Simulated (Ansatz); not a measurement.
## Gd under changes of volume

One of the cells (33.215 Å³/atom); the others are scaled copies at fixed shape and fractional positions:

```
Gd
1.0
    -2.02500    2.02500    2.02500
     2.02500   -2.02500    2.02500
     2.02500    2.02500   -2.02500
Gd
1
Direct
  0.00000 0.00000 0.00000
```

This isn't the form of Gd at room conditions, which is hcp.

* Program: Ansatz 0.2.0
* Functional: PBEsol
* Potentials or basis: all-electron LAPW, scalar-relativistic
* Cutoff: 177 eV (chosen from the basis error)
* Basis error allowed: 0.0005 eV/atom
* k mesh: 9 × 9 × 9
* Occupations: fermi-dirac, width 0.05 eV
* Spin: collinear spin, ferromagnetic start
* Starting moments: [7.0] μB

| volume (Å³/atom) | energy over the lowest point (meV/atom) | pressure (GPa) | moment (μB per cell) |
| --- | --- | --- | --- |
| 31.222 | 0.00 | -0.4 | 7.58 |
| 31.886 | 3.38 | -1.1 | 7.59 |
| 32.551 | 9.66 | -1.7 | 7.60 |
| 33.215 | ? | ? | ? |
| 33.879 | 29.75 | -2.9 | 7.61 |
| 34.544 | 43.06 | -3.3 | 7.62 |
| 35.208 | 58.31 | -3.8 | 7.63 |

Task: What does the run at 33.215 Å³/atom give?

Result: Energy over the lowest point 18.54 meV/atom; pressure -2.3 GPa; moment 7.60 μB per cell.

Worked out: A Birch-Murnaghan fit of order 3 (a polynomial in V^(-2/3)) to the other rows has its minimum at 30.85 Å³/atom, just outside them, with B0 = V·E''(V) = 38 GPa and B' = 3.8. It gives 18.53 meV/atom at 33.215 Å³/atom, against the run's 18.54, and -dE/dV = -2.4 GPa, against -2.3. A straight line through the other rows of the moment, of slope 0.0118 μB per Å³/atom, gives 7.60 μB, against the run's 7.60.

Energies are extrapolated to zero smearing.

Caveats: an open f shell can end in a state above the lowest.

The runs don't all hold the same shells in valence.
